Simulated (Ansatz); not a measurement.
# K2S (Fm-3m): zero-pressure volume and bulk modulus with RPBE

One table from this session's results is given with a row withheld; the runs are named, their logs left out.

Method: DFT RPBE, scalar-relativistic, plane waves, PAW, in Ansatz 0.2.0.

1 further run of the same task is left out (it didn't finish). Runs told in other sessions of the task aren't counted.

## The system as given

It takes space group Fm-3m (No. 225, cubic). Conventional cell: a = 7.391 Å, b = 7.391 Å, c = 7.391 Å, α = 90.00°, β = 90.00°, γ = 90.00°. K (site symmetry -43m) has 4 S at 3.20 Å in its first shell of neighbours. Around S (site symmetry m-3m) lie 8 K at 3.20 Å.

Coordinates:

```cif
data_structure
_symmetry_space_group_name_H-M 'P 1'
_symmetry_Int_Tables_number 1
_cell_length_a 5.2262
_cell_length_b 5.2262
_cell_length_c 5.2262
_cell_angle_alpha 60.000
_cell_angle_beta 60.000
_cell_angle_gamma 60.000
_cell_volume 100.94
loop_
_atom_site_label
_atom_site_type_symbol
_atom_site_fract_x
_atom_site_fract_y
_atom_site_fract_z
_atom_site_occupancy
K1 K 0.25000 0.25000 0.25000 1
K2 K 0.75000 0.75000 0.75000 1
S1 S 0.00000 0.00000 0.00000 1
```

An earlier run on this cell at PBE gave 0.57 GPa at 33.646 Å³/atom (6×6×6 mesh), mesh gap 2.40 eV.

The first run:

Input file input.yaml:

```yaml
crystal:
  lattice:
    - [0.0, 3.6954997636, 3.6954997636]
    - [3.6954997636, 0.0, 3.6954997636]
    - [3.6954997636, 3.6954997636, 0.0]
  atoms:
    - { symbol: K, position: [0.25, 0.25, 0.25] }
    - { symbol: K, position: [0.75, 0.75, 0.75] }
    - { symbol: S, position: [0.0, 0.0, 0.0] }
basis:
  ecutwfc: 420
  ecutrho_ratio: 4
kpoints:
  mp_grid: { grid: [6, 6, 6] }
hamiltonian:
  xc: rpbe
scf:
  occupations: { method: gaussian, width: 0.05 }
output:
  forces: true
  stress: true
  eigenvalues: true
```

Started as:

```console
$ ansatz run input.yaml --threads 4 --pin off --max-ram 8192MiB --backend cpu --events-out ev --progress --plain --runs-dir out
```

Steps of the session up to this table: At the given cell; Stepping to 34.046 Å³/atom; Stepping to 37.005 Å³/atom; Stepping to 36.933 Å³/atom; Volume × 0.98 of the new zero; Volume × 1.02 of the new zero; Volume × 0.96 of the new zero; Volume × 1.04 of the new zero.

One of the session's tables, all rows but one given; the rest of the session is left out.

It belongs to the step «Energy and pressure against volume». 

```
volume (Å³/atom)  energy (meV/atom)  pressure (GPa)
          35.456               3.11            0.70
          36.195               0.75            0.33
          36.933               0.00            0.00
          37.672                  ?               ?
          38.411               2.69           -0.56
```

**Question.** Estimate the row for volume (Å³/atom) = 37.672.

Worked estimate for «energy (meV/atom)». A straight line through the neighbours (36.933, 0.00) and (38.411, 2.69) gives 0.00 + (2.69 − 0.00) × (37.672 − 36.933) / (38.411 − 36.933) = 1.34; a parabola fitted to 3 rows on both sides gives 0.65.

**Answer.** energy (meV/atom): 0.70; pressure (GPa): -0.30. In «energy (meV/atom)» the line misses by +0.64 and the parabola by -0.05.
